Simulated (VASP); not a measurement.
Input and output of a VASP PBE single-point calculation on ZnSnN₂ (II-IV-N2 ordering on rocksalt lattice)

INCAR

```
NBANDS = 26
LREAL = .FALSE.
EDIFF = 1E-7
GGA = PE
ENCUT = 520
ISMEAR = -1
LASPH = .TRUE.
NELM = 120
LCHARG = .FALSE.
LWAVE = .FALSE.
PREC = Accurate
NSW = 0
SIGMA = 0.02
IBRION = -1
ISIF = 2
```

KPOINTS

```
KPOINTS created by Atomic Simulation Environment
0
Gamma
10 10 10
0 0 0
```

KPOINTS_OPT

```
special points
9
Reciprocal
0.0000000000 0.0000000000 0.0000000000 1
0.5000000000 0.5000000000 0.5000000000 1
0.8123176938 0.1876823062 0.5000000000 1
0.5000000000 -0.1876823062 0.1876823062 1
0.5000000000 0.0000000000 0.0000000000 1
0.3438411531 -0.3438411531 0.0000000000 1
0.6561588469 0.0000000000 0.3438411531 1
0.5000000000 0.0000000000 0.5000000000 1
-0.0052080000 0.1953120000 -0.2005210000 1
```

POSCAR

```
Zn Sn N
 1.0000000000000000
     1.5836871721916417    0.9143422150841735    5.1498174717304943
    -1.5836871721916417    0.9143422150841735    5.1498174717304943
     0.0000000000000000   -1.8286844304468310    5.1498174716810494
 Zn  Sn  N
   1   1   2
Cartesian
  1.5836871721916417  0.9143422150841736  5.1498174717304943
 -0.0000000000000000 -0.0000000001392421  7.7247262075710177
 -0.0000000000000000 -0.0000000000686379  3.8078236843180520
  0.0000000000000001 -0.0000000002098462 11.6416287308239870
```

VASP ran with the recommended PBE PAW datasets (36 valence electrons in the cell).

Command

```
mpirun -np 1 vasp_std
```

OSZICAR

```
N       E                     dE             d eps       ncg     rms          rms(c)
DAV:   1     0.308838213293E+03    0.30884E+03   -0.18242E+04  6336   0.227E+03
DAV:   2     0.137880066745E+02   -0.29505E+03   -0.28020E+03  6320   0.476E+02
DAV:   3    -0.228506007486E+02   -0.36639E+02   -0.36001E+02  6926   0.153E+02
DAV:   4    -0.240504197147E+02   -0.11998E+01   -0.11932E+01  7064   0.290E+01
DAV:   5    -0.240688506352E+02   -0.18431E-01   -0.18426E-01  7074   0.380E+00    0.119E+01
DAV:   6    -0.201812049026E+02    0.38876E+01   -0.75992E+00  9870   0.697E+01    0.641E+00
DAV:   7    -0.203506156384E+02   -0.16941E+00   -0.26373E+00  6242   0.127E+01    0.370E+00
DAV:   8    -0.203234300746E+02    0.27186E-01   -0.21065E-01  8386   0.408E+00    0.115E+00
DAV:   9    -0.203072035847E+02    0.16226E-01   -0.36098E-02  8928   0.225E+00    0.271E-01
DAV:  10    -0.203071414311E+02    0.62154E-04   -0.67715E-03  6936   0.612E-01    0.144E-01
DAV:  11    -0.203072475604E+02   -0.10613E-03   -0.50931E-04  6604   0.210E-01    0.264E-02
DAV:  12    -0.203072350499E+02    0.12511E-04   -0.10058E-04  8892   0.137E-01    0.169E-02
DAV:  13    -0.203072355987E+02   -0.54880E-06   -0.12102E-05  6694   0.375E-02    0.973E-03
DAV:  14    -0.203072351584E+02    0.44033E-06   -0.39185E-06  8704   0.199E-02    0.151E-03
DAV:  15    -0.203072351679E+02   -0.95552E-08   -0.53223E-07  6420   0.621E-03
   1 F= -.20307235E+02 E0= -.20307235E+02  d E =-.619177E-10
       N       E                     dE             ncg
DAV:   1     0.723077671610E+04   -0.81344E+04      492
DAV:   2     0.472566057523E+04   -0.25051E+04      484
DAV:   3     0.443489089787E+04   -0.29077E+03      530
DAV:   4     0.442648584245E+04   -0.84051E+01      570
DAV:   5     0.442635552857E+04   -0.13031E+00      564
DAV:   6     0.442635137560E+04   -0.41530E-02      520
DAV:   7     0.442635109559E+04   -0.28001E-03      684
DAV:   8     0.442635109277E+04   -0.28139E-05      504
DAV:   9     0.442635109257E+04   -0.20285E-06      452
DAV:  10     0.442635109257E+04   -0.23720E-08      284
```

From OUTCAR

```
k-points           NKPTS =    116   k-points in BZ     NKDIM =    116   number of bands    NBANDS=     26

   NELECT =      36.0000    total number of electrons

   dimension x,y,z NGX =    42 NGY =   42 NGZ =   42
   dimension x,y,z NGXF=    84 NGYF=   84 NGZF=   84

  energy-cutoff  :      520.00
  volume of cell :       44.74
      direct lattice vectors                 reciprocal lattice vectors
     1.583687172  0.914342215  5.149817472     0.315718918  0.182280402  0.064727213
    -1.583687172  0.914342215  5.149817472    -0.315718918  0.182280402  0.064727213
     0.000000000 -1.828684430  5.149817472     0.000000000 -0.364560804  0.064727213

 k-points in reciprocal lattice and weights: KPOINTS created by Atomic Simulation Env
   0.00000000  0.00000000  0.00000000       0.001
   0.10000000 -0.00000000  0.00000000       0.006
   0.20000000 -0.00000000  0.00000000       0.006
   0.30000000 -0.00000000  0.00000000       0.006
   0.40000000 -0.00000000  0.00000000       0.006
   0.50000000 -0.00000000  0.00000000       0.003
   0.10000000  0.10000000  0.00000000       0.006
   0.20000000  0.10000000  0.00000000       0.012
   ...

 E-fermi :   8.0122

 k-point     1 :       0.0000    0.0000    0.0000
  band No.  band energies     occupation
      1     -13.4259      2.00000
      2     -13.4257      2.00000
      3     -13.4257      2.00000
      4     -13.2341      2.00000
      5     -13.2341      2.00000
      6      -9.0419      2.00000
      7      -6.2486      2.00000
      8      -0.1054      2.00000
      9       1.6621      2.00000
     10       1.6621      2.00000
     11       1.9708      2.00000
     12       1.9708      2.00000
     13       2.2302      2.00000
     14       6.6199      2.00000
     15       6.6199      2.00000
     16       6.8022      2.00000
     17       7.4342      2.00000
     18       7.4342      2.00000
     19       8.3583      0.00000
     20      11.0865      0.00000
     21      15.7875      0.00000
     22      15.9453      0.00000
     23      15.9453      0.00000
     24      21.0608      0.00000
     25      21.4813      0.00000
     26      21.4834      0.00000

 k-point     2 :       0.1000   -0.0000    0.0000
  band No.  band energies     occupation
      1     -13.4497      2.00000
      2     -13.4032      2.00000
      3     -13.3999      2.00000
      4     -13.2611      2.00000
      5     -13.2382      2.00000
      6      -8.8869      2.00000
      7      -6.1261      2.00000
      8       0.0488      2.00000
      9       1.6258      2.00000
     10       1.6819      2.00000
     11       1.9470      2.00000
     12       1.9603      2.00000
     13       2.2458      2.00000
     14       5.6192      2.00000
     15       6.3989      2.00000
     16       6.5265      2.00000
     17       6.9749      2.00000
     18       7.2731      2.00000
     19       9.4302      0.00000
     20      11.8215      0.00000
     21      14.3547      0.00000
     22      16.2917      0.00000
     23      16.8269      0.00000
     24      19.1744      0.00000
     25      20.7688      0.00000
     26      20.8417      0.00000

 k-point     3 :       0.2000   -0.0000    0.0000
  band No.  band energies     occupation
      1     -13.5219      2.00000
      2     -13.3546      2.00000
      3     -13.3353      2.00000
      4     -13.3106      2.00000
      5     -13.2454      2.00000
      6      -8.4274      2.00000
      7      -5.8087      2.00000
      8       0.4123      2.00000
      9       1.5748      2.00000
     10       1.7012      2.00000
     11       1.8569      2.00000
     12       1.9670      2.00000
     13       2.3321      2.00000
     14       4.1880      2.00000
     15       4.8702      2.00000
     16       6.2526      2.00000
     17       6.8863      2.00000
     18       6.9318      2.00000
     19      10.9568      0.00000
     20      12.3183      0.00000
     21      13.9001      0.00000
     22      16.7388      0.00000
     23      17.0783      0.00000
     24      17.5944      0.00000
     25      18.3349      0.00000
     26      19.9597      0.00000

 k-point     4 :       0.3000   -0.0000    0.0000
  band No.  band energies     occupation
      1     -13.6228      2.00000
      2     -13.3848      2.00000
      3     -13.2917      2.00000
      4     -13.2671      2.00000
      5     -13.2163      2.00000
      6      -7.7038      2.00000
      7      -5.4395      2.00000
      8       0.6031      2.00000
      9       1.4707      2.00000
     10       1.6551      2.00000
     11       1.7772      2.00000
     12       2.0497      2.00000
     13       2.5536      2.00000
     14       2.9181      2.00000
     15       3.6744      2.00000
     16       5.8859      2.00000
     17       6.6075      2.00000
     18       6.6594      2.00000
     19      11.4525      0.00000
     20      12.1341      0.00000
     21      14.9297      0.00000
     22      15.6086      0.00000
     23      16.8253      0.00000
     24      16.8991      0.00000
     25      17.6965      0.00000
     26      19.6328      0.00000

 k-point     5 :       0.4000   -0.0000    0.0000
  band No.  band energies     occupation
      1     -13.7075      2.00000
      2     -13.4214      2.00000
      3     -13.2957      2.00000
      4     -13.2146      2.00000
      5     -13.1523      2.00000
      6      -6.8631      2.00000
      7      -5.2432      2.00000
      8       0.4736      2.00000
      9       0.9070      2.00000
     10       1.4980      2.00000
     11       1.5877      2.00000
     12       2.0621      2.00000
     13       2.1515      2.00000
     14       3.1657      2.00000
     15       3.7319      2.00000
     16       5.5960      2.00000
     17       6.0468      2.00000
     18       6.3748      2.00000
     19      10.9183      0.00000
     20      12.1238      0.00000
     21      14.7018      0.00000
     22      15.4343      0.00000
     23      16.6510      0.00000
     24      16.9469      0.00000
     25      17.8423      0.00000
     26      19.6599      0.00000

 k-point     6 :       0.5000   -0.0000    0.0000
  band No.  band energies     occupation
      1     -13.7398      2.00000
      2     -13.4347      2.00000
      3     -13.2995      2.00000
      4     -13.1948      2.00000
      5     -13.1252      2.00000
      6      -6.3766      2.00000
      7      -5.2868      2.00000
      8       0.3502      2.00000
      9       0.5380      2.00000
     10       1.2805      2.00000
     11       1.5582      2.00000
     12       2.0348      2.00000
     13       2.1955      2.00000
     14       3.0522      2.00000
     15       4.9562      2.00000
     16       5.0029      2.00000
     17       5.4898      2.00000
     18       6.2873      2.00000
     19      10.7354      0.00000
     20      11.8271      0.00000
     21      14.6019      0.00000
     22      15.4350      0.00000
     23      16.8682      0.00000
     24      16.9698      0.00000
     25      17.8416      0.00000
     26      19.6796      0.00000

 k-point     7 :       0.1000    0.1000    0.0000
  band No.  band energies     occupation
      1     -13.4499      2.00000
      2     -13.4030      2.00000
      3     -13.3998      2.00000
      4     -13.2611      2.00000
      5     -13.2382      2.00000
      6      -8.8769      2.00000
      7      -6.1513      2.00000
      8       0.0923      2.00000
      9       1.6287      2.00000
     10       1.6753      2.00000
     11       1.9445      2.00000
     12       1.9630      2.00000
     13       2.2472      2.00000
     14       5.4234      2.00000
     15       6.5718      2.00000
     16       6.6532      2.00000
     17       6.9856      2.00000
     18       7.1311      2.00000
     19       9.4430      0.00000
     20      11.8326      0.00000
     21      14.2916      0.00000
     22      16.4134      0.00000
     23      16.8325      0.00000
     24      18.9141      0.00000
     25      20.9392      0.00000
     26      20.9752      0.00000

 k-point     8 :       0.2000    0.1000    0.0000
  band No.  band energies     occupation
      1     -13.4838      2.00000
      2     -13.4007      2.00000
      3     -13.3329      2.00000
      4     -13.3004      2.00000
      5     -13.2457      2.00000
      6      -8.5598      2.00000
      7      -5.9505      2.00000
      8       0.3825      2.00000
      9       1.5739      2.00000
     10       1.6896      2.00000
     11       1.9113      2.00000
     12       1.9436      2.00000
     13       2.3086      2.00000
     14       4.4807      2.00000
     15       5.3423      2.00000
     16       6.4803      2.00000
     17       6.7006      2.00000
     18       7.0403      2.00000
     19      10.5974      0.00000
     20      12.7879      0.00000
     21      13.3843      0.00000
     22      16.8067      0.00000
     23      16.9761      0.00000
     24      17.8130      0.00000
     25      18.9845      0.00000
     26      20.1030      0.00000

 ...

  Total        1.9548290      1.9548290      1.9105234      0.0000000      0.0000000      0.0000000
  in kB       70.0000081     70.0000081     68.4134803      0.0000000      0.0000000      0.0000000
  external PRESSURE =      69.4711655 kB  Pullay stress =       0.0000000 kB

 POSITION                                       TOTAL-FORCE (eV/Angst)
 -----------------------------------------------------------------------------------
      0.00000      0.00000      0.00000        -0.000000     -0.000000      0.000000
      0.00000     -0.00000      7.72473         0.000000     -0.000000     -0.000000
      0.00000     -0.00000      3.80782         0.000000     -0.000000      0.186691
      0.00000     -0.00000     11.64163         0.000000      0.000000     -0.186691
 -----------------------------------------------------------------------------------
    total drift:                                0.000000      0.000000     -0.000000

  FREE ENERGIE OF THE ION-ELECTRON SYSTEM (eV)
  ---------------------------------------------------
  free  energy   TOTEN  =       -20.3072351679 eV

  energy  without entropy=      -20.3072351678  energy(sigma->0) =      -20.30723517
```

```yaml
gap_between_bands_v_and_c: 0.73 eV
least_direct_gap: 0.84 eV
pressure: 6.9 GPa
largest_force: 0.19 eV/Å
```

Band v is the last that the valence electrons fill when counted band by band, and c is the next.

The run took about 6 min on one core of a shared host (Intel Xeon Platinum 8488C) and held 0.39 GiB at most.
